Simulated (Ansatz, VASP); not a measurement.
**TaAs in VASP and in Ansatz**

File INCAR:

```
SYSTEM = TaAs
PREC     = Accurate       ! precision mode
ENCUT    = 520            ! plane-wave cutoff, eV
EDIFF    = 1E-6           ! SCF threshold, eV
ISMEAR   = -1             ! smearing method
SIGMA    = 0.05           ! smearing width, eV
LREAL    = .FALSE.        ! projectors in reciprocal space
LASPH    = .TRUE.         ! aspherical terms in the spheres
NELM     = 100            ! most SCF steps
ALGO     = Normal         ! electronic algorithm
ISIF     = 2              ! what is computed and relaxed
LWAVE    = .FALSE.        ! write WAVECAR
LCHARG   = .FALSE.        ! write CHGCAR
GGA      = PE             ! functional
```

Contents of KPOINTS:

```
regular mesh
0
G
  8 8 8
  0 0 0
```

Contents of POSCAR:

```
TaAs
1.0
   -1.7906858967      1.7906858967      5.8679415361
    1.7906858967     -1.7906858967      5.8679415361
    1.7906858967      1.7906858967     -5.8679415361
Ta As
2 2
Direct
    0.4999673000      0.4999673000      0.0000000000
    0.2499673000      0.7499673000      0.5000000000
    0.0826321200      0.0826321200      0.0000000000
    0.8326321200      0.3326321200      0.5000000000
```

Contents of input.yaml:

```yaml
crystal:
  lattice:
    - [-1.7906858967, 1.7906858967, 5.8679415361]
    - [1.7906858967, -1.7906858967, 5.8679415361]
    - [1.7906858967, 1.7906858967, -5.8679415361]
  atoms:
    - { symbol: Ta, position: [0.4999673, 0.4999673, 0.0] }
    - { symbol: Ta, position: [0.2499673, 0.7499673, 0.5] }
    - { symbol: As, position: [0.08263212, 0.08263212, 0.0] }
    - { symbol: As, position: [0.83263212, 0.33263212, 0.5] }
hamiltonian:
  xc: pbe
  pseudopotentials: { kind: paw }
kpoints:
  mp_grid: { grid: [8, 8, 8] }
scf:
  occupations: { method: fermi_dirac, width: 0.05 }
output:
  forces: true
  stress: true
  eigenvalues: true
```

Change from the starting cell: strain = 0.04.

Alike in both runs: task single point; functional PBE; k mesh 8 × 8 × 8; occupations fermi-dirac, width 0.05 eV; no spin polarisation.

|  | VASP | Ansatz |
| --- | --- | --- |
| version | VASP 6.6.1 | Ansatz 0.2.0 |
| potentials or method | VASP PAW PBE potentials, release 64 (Ta_pv, As) | Ansatz PAW |
| plane-wave cutoff (eV) | 520 | 420 |
| valence electrons in the cell | 32 | 56 |

```csv
,VASP,Ansatz,Ansatz less VASP
gap on the k mesh at the Fermi level (eV),none,none,-
pressure (GPa),-10.2,-10.5,-0.28
largest component of the traceless stress (GPa),4.22,4.27,+0.048
rms of the force components (eV/Å),0.095,0.093,-0.0022
```

Atom by atom the forces differ by 0.002 eV/Å (rms over components). A gap of «none» marks a metal or a gap that the smearing closes. The functional is the same, so the differences come from potentials, cutoffs and numerics. The two sets of potentials don't hold the same shells in valence.

The runs have no spin-orbit coupling, so splittings on Ta are missing.
